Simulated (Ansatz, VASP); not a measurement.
**CuH3: VASP beside Ansatz**

```xyz
8
Lattice="3.2296 0.0006 -0.0006 0.0006 3.2276 0.0006 -0.0015 0.0020 6.4012" Properties=species:S:1:pos:R:3 pbc="T T T"
Cu    1.6116    1.6114    1.5993
Cu    1.6163    1.6204    4.8007
H     1.6157    1.6099    0.0004
H     1.6109    1.6140    3.1994
H     1.6104   -0.0025    1.5945
H     1.6226    0.0067    4.7939
H    -0.0033    1.6010    1.6081
H     0.0011    1.6307    4.8076
```

Change from the starting cell: cell x2, atoms moved at random (sigma 0.1 Å) and cell strained at random (1.5 %), then relaxed without symmetry.

Alike in both runs: functional PBE; k mesh 6 × 6 × 4; occupations gaussian, width 0.2 eV; no spin polarisation.

Ansatz relaxed the structure, and its values are those at the end. VASP's run is a single point on that final structure, the one shown.

|  | VASP | Ansatz |
| --- | --- | --- |
| version | VASP 6.6.1 | Ansatz 0.2.0 |
| potentials or method | VASP PAW PBE potentials, release 64 (Cu, H) | scalar-relativistic, plane waves, PAW |
| plane-wave cutoff (eV) | 520 | 420 |
| valence electrons in the cell | 28 | 44 |

Ansatz gave:

```
gap on the k mesh at the Fermi level (eV) : none
pressure (GPa)                            : -0.1
rms of the force components (eV/Å)        : 0.005
```

Question: Estimate VASP's values.

Answer: gap on the k mesh at the Fermi level (eV): none; pressure (GPa): 0.0; rms of the force components (eV/Å): 0.005.

A gap of «none» marks a metal or a gap that the smearing closes. With one functional, cell and mesh, what is left measures potentials, basis and numerics. The two sets of potentials don't hold the same shells in valence.
